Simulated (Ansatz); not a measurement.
## Preparing Ga2O3 (C2/m) as a host crystal

Aim: the runs on the perfect crystal Ga2O3 (C2/m) that a defect calculation needs first.

Calculated with Ansatz 0.2.0; plane-wave PAW DFT, PBEsol; relaxation of the host's cell and atoms; PAW set soft_1, in the first sound run; inputs show where later runs differ.

This is a report of a sequence of runs, with most program output left out.

## Step 1: Starting point

Symmetry: C2/m, No. 12, monoclinic system. The conventional cell has a = 12.280 Å, b = 3.048 Å, c = 5.817 Å, α = 90.00°, β = 103.76°, γ = 90.00°. Ga has 6 O at 1.94 to 2.08 Å nearest. Nearest to Ga lie 4 O at 1.84 to 1.87 Å. O has 3 Ga at 1.84 to 1.94 Å nearest. Nearest to O lie 4 Ga at 1.87 to 2.08 Å. Nearest to O lie 3 Ga at 1.84 to 1.95 Å. Farther neighbours and most contacts between anions are not listed.

## Step 2: Host cell relaxation

Cell and atoms are relaxed together, until forces and stress fall under their thresholds.

Contents of cell/input.yaml:

```yaml
crystal:
  lattice:
    - [6.1402367, -1.5237837, 0.0]
    - [6.1402367, 1.5237837, 0.0]
    - [-1.3841309, 0.0, 5.6503489]
  atoms:
    - { symbol: Ga, position: [0.3411617, 0.3411617, 0.68526966] }
    - { symbol: Ga, position: [0.6588383, 0.6588383, 0.31473034] }
    - { symbol: Ga, position: [0.9095256, 0.9095256, 0.205214] }
    - { symbol: Ga, position: [0.0904744, 0.0904744, 0.794786] }
    - { symbol: O, position: [0.50353087, 0.50353087, 0.74333591] }
    - { symbol: O, position: [0.49646913, 0.49646913, 0.25666409] }
    - { symbol: O, position: [0.82662894, 0.82662894, 0.43676984] }
    - { symbol: O, position: [0.17337106, 0.17337106, 0.56323016] }
    - { symbol: O, position: [0.16450498, 0.16450498, 0.10915408] }
    - { symbol: O, position: [0.83549502, 0.83549502, 0.89084592] }
basis:
  ecutwfc: 420
  xc_grid: 2
hamiltonian:
  xc: pbesol
  pseudopotentials: { kind: paw, azcp: { folder: soft_1 }, xc_functional: pbe }
kpoints:
  mp_grid: { grid: [9, 9, 5] }
scf:
  occupations: { method: fixed }
  max_iter: 100
relax:
  f_tol: 0.005
  max_steps: 60
  cell: {}
output:
  forces: true
  stress: true
checkpoint:
  write: "../cell.run"
  compress: false
  write_wavefunctions: false
  write_every: 100000
```

Started as:

```bash
ansatz run input.yaml --threads 32 --pin off --max-ram 84787MiB --backend cuda --events-out ev --progress --plain --runs-dir out --max-vram 78GiB
```

It took 4.2 s on 1 × NVIDIA GB200 with 32 threads of Arm Neoverse V2, shared host; peak memory 1.2 GiB; 19 s of CPU time.

Relaxation path:

```
step  energy less that of the first step (eV)  largest force component (eV/Å)  pressure (GPa)  volume (Å³)
   1                                   0.0000                          0.0694           -0.16       105.73
   2                                  -0.0010                          0.0257           -0.02       105.63
   3                                  -0.0012                          0.0117            0.01       105.60
   4                                  -0.0012                          0.0040            0.00       105.60
  5*                                  -0.0008                          0.0040           -0.01       105.60
```

Relaxation steps marked * repeat the geometry before them on a plane-wave basis chosen anew for their cell, so energy and pressure can jump there.

The run keeps the 4 symmetry operations that it works with, so distortions that break them were not tested.

```
     cell as run  before   after  change
           a (Å)   6.326   6.325  -0.0 %
           b (Å)   6.326   6.325  -0.0 %
           c (Å)   5.817   5.810  -0.1 %
           α (°)  103.35  103.29  -0.1 %
           β (°)  103.35  103.29  -0.1 %
volume (Å³/atom)   10.57   10.56  -0.1 %
```

This step gave:

| Item | Value |
| --- | --- |
| pressure | -0.005870 GPa |

The cell shrank by 0.1 % in volume. From the first step to the last the energy fell by 0.001 eV, across changes of basis, and the largest move was 0.009 Å (O10 and 1 other atom alike).

## Step 3: Dielectric tensors of the host

The response to a uniform electric field gives the electronic dielectric tensor.

This step: plane-wave PAW DFPT, PBEsol; dielectric tensors, Born charges and zone-centre modes of the host; PAW set soft_1 (Ansatz 0.2.0).

Contents of eps/input.yaml:

```yaml
crystal:
  lattice:
    - [6.1389790983, -1.5236491004, 0.0039344338]
    - [6.1389790983, 1.5236491004, 0.0039344338]
    - [-1.3802268796, 0.0, 5.6439576092]
  atoms:
    - { symbol: Ga, position: [0.3412764858, 0.3412764858, 0.6854403771] }
    - { symbol: Ga, position: [0.6587235142, 0.6587235142, 0.3145596229] }
    - { symbol: Ga, position: [0.9094922641, 0.9094922641, 0.2046026177] }
    - { symbol: Ga, position: [0.0905077359, 0.0905077359, 0.7953973823] }
    - { symbol: O, position: [0.5037884346, 0.5037884346, 0.7440849188] }
    - { symbol: O, position: [0.4962115654, 0.4962115654, 0.2559150812] }
    - { symbol: O, position: [0.8267873152, 0.8267873152, 0.4372393251] }
    - { symbol: O, position: [0.1732126848, 0.1732126848, 0.5627606749] }
    - { symbol: O, position: [0.1652740744, 0.1652740744, 0.1095265368] }
    - { symbol: O, position: [0.8347259256, 0.8347259256, 0.8904734632] }
basis:
  ecutwfc: 420
hamiltonian:
  xc: pbesol
  pseudopotentials: { kind: paw, azcp: { folder: soft_1 }, xc_functional: pbe }
kpoints:
  mp_grid: { grid: [8, 8, 4] }
scf:
  occupations: { method: fixed }
  max_iter: 100
phonons:
  method: dfpt
  dielectric: true
  rigid_motions: translations
```

Elapsed: 30 s, on 1 × NVIDIA GB200 with 32 threads; peak memory 5.6 GiB.

Electronic dielectric tensor:

```
4.10 0.00 0.00
0.00 4.20 0.00
0.00 0.00 4.21
```

Static dielectric tensor:

```
11.09  0.00 -0.77
 0.00 10.92  0.00
-0.77  0.00 13.61
```

The principal values of the electronic dielectric tensor are 4.10, 4.20 and 4.21. The principal values of the static dielectric tensor are 10.87, 10.92 and 13.83.

## Step 4: Defect free supercell relaxed in its symmetry

This cell, the one that will hold the defects, is built from the relaxed host. Its coarser k-points can move the atoms a little, so it is relaxed from the symmetric sites, as the reference for the test of stability.

This step: plane-wave PAW DFT, PBEsol; relaxation of the defect-free supercell in its symmetry; PAW set soft_1 (Ansatz 0.2.0).

System of this step: Ga2O3 (C2/m). The cell holds 120 atoms: 48 Ga and 72 O. Cell: a = 12.278 Å, b = 9.142 Å, c = 11.621 Å, α = 90.0°, β = 103.7°, γ = 90.0°.

Contents of pristine.symmetric/input.yaml:

```yaml
crystal:
  lattice:
    - [12.2779581966, 0.0, 0.0078688676]
    - [0.0, 9.1418946025, 0.0]
    - [-2.7604537593, 0.0, 11.2879152185]
  atoms:
    - { symbol: Ga, position: [0.3412764858, 0.0, 0.3427201886] }
    - { symbol: Ga, position: [0.8412764858, 0.1666666667, 0.3427201886] }
    - { symbol: Ga, position: [0.1587235142, 0.1666666667, 0.1572798114] }
    - { symbol: Ga, position: [0.6587235142, 0.0, 0.1572798114] }
    - { symbol: Ga, position: [0.4094922641, 0.1666666667, 0.1023013088] }
    - { symbol: Ga, position: [0.9094922641, 0.0, 0.1023013088] }
    - { symbol: Ga, position: [0.0905077359, 0.0, 0.3976986912] }
    - { symbol: Ga, position: [0.5905077359, 0.1666666667, 0.3976986912] }
    - { symbol: O, position: [0.0037884346, 0.1666666667, 0.3720424594] }
    - { symbol: O, position: [0.5037884346, 0.0, 0.3720424594] }
    - { symbol: O, position: [0.4962115654, 0.0, 0.1279575406] }
    - { symbol: O, position: [0.9962115654, 0.1666666667, 0.1279575406] }
    - { symbol: O, position: [0.3267873152, 0.1666666667, 0.2186196626] }
    - { symbol: O, position: [0.8267873152, 0.0, 0.2186196626] }
    - { symbol: O, position: [0.1732126848, 0.0, 0.2813803374] }
    - { symbol: O, position: [0.6732126848, 0.1666666667, 0.2813803374] }
    - { symbol: O, position: [0.1652740744, 0.0, 0.0547632684] }
    - { symbol: O, position: [0.6652740744, 0.1666666667, 0.0547632684] }
    - { symbol: O, position: [0.3347259256, 0.1666666667, 0.4452367316] }
    - { symbol: O, position: [0.8347259256, 0.0, 0.4452367316] }
    - { symbol: Ga, position: [0.3412764858, 0.0, 0.8427201886] }
    - { symbol: Ga, position: [0.8412764858, 0.1666666667, 0.8427201886] }
    - { symbol: Ga, position: [0.1587235142, 0.1666666667, 0.6572798114] }
    - { symbol: Ga, position: [0.6587235142, 0.0, 0.6572798114] }
    - { symbol: Ga, position: [0.4094922641, 0.1666666667, 0.6023013088] }
    - { symbol: Ga, position: [0.9094922641, 0.0, 0.6023013088] }
    - { symbol: Ga, position: [0.0905077359, 0.0, 0.8976986912] }
    - { symbol: Ga, position: [0.5905077359, 0.1666666667, 0.8976986912] }
    - { symbol: O, position: [0.0037884346, 0.1666666667, 0.8720424594] }
    - { symbol: O, position: [0.5037884346, 0.0, 0.8720424594] }
[... 84 atom lines left out ...]
    - { symbol: O, position: [0.1732126848, 0.6666666667, 0.7813803374] }
    - { symbol: O, position: [0.6732126848, 0.8333333333, 0.7813803374] }
    - { symbol: O, position: [0.1652740744, 0.6666666667, 0.5547632684] }
    - { symbol: O, position: [0.6652740744, 0.8333333333, 0.5547632684] }
    - { symbol: O, position: [0.3347259256, 0.8333333333, 0.9452367316] }
    - { symbol: O, position: [0.8347259256, 0.6666666667, 0.9452367316] }
basis:
  ecutwfc: 420
  xc_grid: 2
hamiltonian:
  xc: pbesol
  pseudopotentials: { kind: paw, azcp: { folder: soft_1 }, xc_functional: pbe }
kpoints:
  mp_grid: { grid: [1, 1, 1] }
scf:
  occupations: { method: fermi_dirac, width: 0.01 }
  max_iter: 100
  lower_state_search: "off"
output:
  forces: true
relax:
  f_tol: 0.015
  max_steps: 60
  escape_saddle: false
checkpoint:
  write: "../pristine.symmetric.run"
  compress: false
  write_wavefunctions: false
  write_every: 100000
```

Run time: 3 s. Hardware: 1 × NVIDIA GB200 with 32 threads; peak memory 1.3 GiB.

Relaxation path:

```
step  energy less that of the first step (eV)  largest force component (eV/Å)
   1                                   0.0000                          0.0284
   2                                  -0.0018                          0.0205
   3                                  -0.0033                          0.0078
```

The run keeps the 48 symmetry operations that it works with, so distortions that break them were not tested.

First to last step the energy falls by 0.003 eV; the largest move, 0.006 Å, is that of O19 and 23 other atoms alike.

## Step 5: Defect free supercell relaxed from displaced atoms

This step: plane-wave PAW DFT, PBEsol; relaxation of the defect-free supercell from random displacements, a test of the host's stability; PAW set soft_1 (Ansatz 0.2.0).

pristine.rattled/input.yaml, as its differences from pristine.symmetric/input.yaml of step 4:

```diff
@@ -59,6 +59,6 @@
   f_tol: 0.015
-  max_steps: 60
-  escape_saddle: false
+  max_steps: 120
+  random_displacement: { amplitude: 0.06, seed: 9497 }
 checkpoint:
-  write: "../pristine.symmetric.run"
+  write: "../pristine.rattled.run"
   compress: false
```

The job ended after 3.8 s (1 × NVIDIA GB200 with 32 threads; peak memory 1.2 GiB).

The steps of the relaxation:

```
step  energy less that of the first step (eV)  largest force component (eV/Å)
   1                                   0.0000                          2.3017
   2                                  -2.4288                          1.1494
   3                                  -3.5908                          0.0313
   4                                  -3.5908                          0.0312
   5                                  -3.5922                          0.0013
```

The relaxation ends 30 meV an atom lower than the displaced start, with a largest force component of 0.0013 eV/Å.

## Step 6: Host on a dense mesh

This step: plane-wave PAW DFT, PBEsol; single point of the defect-free host, a test of the k-point sampling; PAW set soft_1 (Ansatz 0.2.0).

System of this step: Ga2O3 (C2/m). The structure is monoclinic, space group C2/m (No. 12). Conventional cell: a = 12.278 Å, b = 3.047 Å, c = 5.810 Å, α = 90.00°, β = 103.71°, γ = 90.00°. Ga has 6 O at 1.94 to 2.08 Å nearest. Ga has 4 O at 1.84 to 1.87 Å nearest. Nearest to O lie 3 Ga at 1.84 to 1.94 Å. Nearest to O lie 4 Ga at 1.87 to 2.08 Å. O has 3 Ga at 1.84 to 1.95 Å nearest. Farther neighbours and most contacts between anions are not listed.

dense/input.yaml, as its differences from eps/input.yaml of step 3:

```diff
@@ -18,2 +18,3 @@
   ecutwfc: 420
+  xc_grid: 2
 hamiltonian:
@@ -22,9 +23,11 @@
 kpoints:
-  mp_grid: { grid: [8, 8, 4] }
+  mp_grid: { grid: [9, 9, 5] }
 scf:
-  occupations: { method: fixed }
+  occupations: { method: fermi_dirac, width: 0.01 }
   max_iter: 100
-phonons:
-  method: dfpt
-  dielectric: true
-  rigid_motions: translations
+  lower_state_search: "off"
+checkpoint:
+  write: "../dense.run"
+  compress: false
+  write_wavefunctions: false
+  write_every: 100000
```

Elapsed: 1.5 s, on 1 × NVIDIA GB200 with 32 threads; peak memory 1.1 GiB; 4.7 s of CPU time.

## Step 7: Defect free supercell at the zone centre

The supercell is run at the zone centre, to see how far that sampling misses the dense mesh.

System of this step: Ga2O3 (C2/m). The cell holds 120 atoms: 48 Ga and 72 O. Cell: a = 12.278 Å, b = 9.142 Å, c = 11.621 Å, α = 90.0°, β = 103.7°, γ = 90.0°.

pristine.sampling_gamma/input.yaml, as its differences from pristine.rattled/input.yaml of step 5:

```diff
@@ -55,10 +55,4 @@
   lower_state_search: "off"
-output:
-  forces: true
-relax:
-  f_tol: 0.015
-  max_steps: 120
-  random_displacement: { amplitude: 0.06, seed: 9497 }
 checkpoint:
-  write: "../pristine.rattled.run"
+  write: "../pristine.sampling_gamma.run"
   compress: false
```

Wall time 1.6 s (1 × NVIDIA GB200 with 32 threads); peak memory 1.2 GiB; 3.5 s of CPU time.

## Step 8: Defect free supercell at the quarter point

The supercell is run at one point off the zone centre, to see how far that sampling misses the dense mesh.

pristine.sampling_quarter/input.yaml, as its differences from pristine.sampling_gamma/input.yaml of step 7:

```diff
@@ -50,3 +50,3 @@
 kpoints:
-  mp_grid: { grid: [1, 1, 1] }
+  mp_grid: { grid: [1, 1, 1], shift: [0.25, 0.25, 0.25] }
 scf:
@@ -56,3 +56,3 @@
 checkpoint:
-  write: "../pristine.sampling_gamma.run"
+  write: "../pristine.sampling_quarter.run"
   compress: false
```

It took 1.8 s on 1 × NVIDIA GB200 with 32 threads; peak memory 1.4 GiB; 4.1 s of CPU time.

## Step 9: What came out

| Property | Result |
| --- | --- |
| primitive cell vectors, lengths | 6.325, 6.325, 5.810 Å |
| electronic dielectric constant | principal values (4.10, 4.20, 4.21) |
| static dielectric constant | principal values (10.87, 10.92, 13.83) |
| gap on the k-mesh of the response run (PBEsol) | 2.23 eV |
| supercell relaxed in its symmetry less the displaced and relaxed one | 0.000 eV |
| energy an atom at the zone centre alone less that on the dense mesh | 0.015 eV |
| energy an atom at one point at (¼, ¼, ¼) less that on the dense mesh | 0.000 eV |

Step 5: The energy fell by 3.592 eV from the randomly displaced start; against the sites as typed, O77 ends farthest off, by 0.01 Å, once the mean shift is taken out. The displaced cell ends within 0.01 eV of the symmetric one relaxed in its symmetry, so no lower structure shows in this supercell. The k-mesh can miss the band edges, so this gap is an upper bound at this level. All at zero temperature.

[Logs are printed without paths, hosts, clocks, repeated set-up lines and the standing remarks that a program may print on its own settings, such as how far it seeks lower states.]

[Hosts, paths, dates, database ids (printed as entryN), source tags and the programs' standing remarks are cut or masked in the printed files.]

[Runs of the host that timed out are not shown.]

[For some hosts the program warned that the k-mesh of the response run may be too coarse for force constants and the static dielectric constant; such warnings are not always shown.]

[The program warned that the k-mesh of a response run behind this text may be too coarse: force constants, and the static dielectric constant and all else formed from them, are not shown converged.]
